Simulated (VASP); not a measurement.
Consider the following.

```xyz
2
Lattice="0.0000 3.0846 3.0846 3.0846 0.0000 3.0846 3.0846 3.0846 0.0000" Properties=species:S:1:pos:R:3 pbc="T T T"
Zn     3.0846     3.0846     3.0846
Te     1.5423     1.5423     1.5423
```

Level of theory: LDA (Ceperley-Alder, Perdew-Zunger), VASP's LDA PAW potentials (set 64) (plane waves; VASP). Run with 300 eV cut-off, 9×9×9 Γ-centred mesh, Gaussian smearing of 0.010 eV, potentials Zn Te.

At this cut-off the stress carries a Pulay error, which pulls relaxed volumes low. Energy and stress use the plane-wave basis of the starting cell.

Problem. The ions, cell shape and volume are relaxed. What does this cell relax into?

Solution. 
```xyz
2
Lattice="0.0000 3.0006 3.0006 3.0006 0.0000 3.0006 3.0006 3.0006 0.0000" Properties=species:S:1:pos:R:3 pbc="T T T"
Zn     3.0006     3.0006     3.0006
Te     1.5003     1.5003     1.5003
```
Space group F-43m (216), at a tolerance of 0.03 Å.

Problem. How do energy and volume change from the first to the last step?

Solution. The energy (σ→0) changes by -29.8 meV/atom and the volume by -8.0 %, in 3 ionic steps.

```json
[
 {"step": "1", "E(σ→0) (eV)": "-6.4187", "max force (eV/Å)": "0.000", "pressure (GPa)": "-3.80", "volume (Å³)": "58.70"},
 {"step": "2", "E(σ→0) (eV)": "-6.4747", "max force (eV/Å)": "0.000", "pressure (GPa)": "1.14", "volume (Å³)": "52.99"},
 {"step": "3", "E(σ→0) (eV)": "-6.4783", "max force (eV/Å)": "0.000", "pressure (GPa)": "-0.04", "volume (Å³)": "54.03"}
]
```

The structure comes from a computed database's ZnTe entry; how it stands against other phases isn't given here. This run relaxes it. Symmetry was kept, so distortions that lower it aren't found. The run is one of a series of settings (EDIFFG = -0.01, GGA removed, IBRION = 2, ISIF = 3, NSW = 50, POTCAR Zn Te (LDA.64 set) against the base run), some of them coarse on purpose.
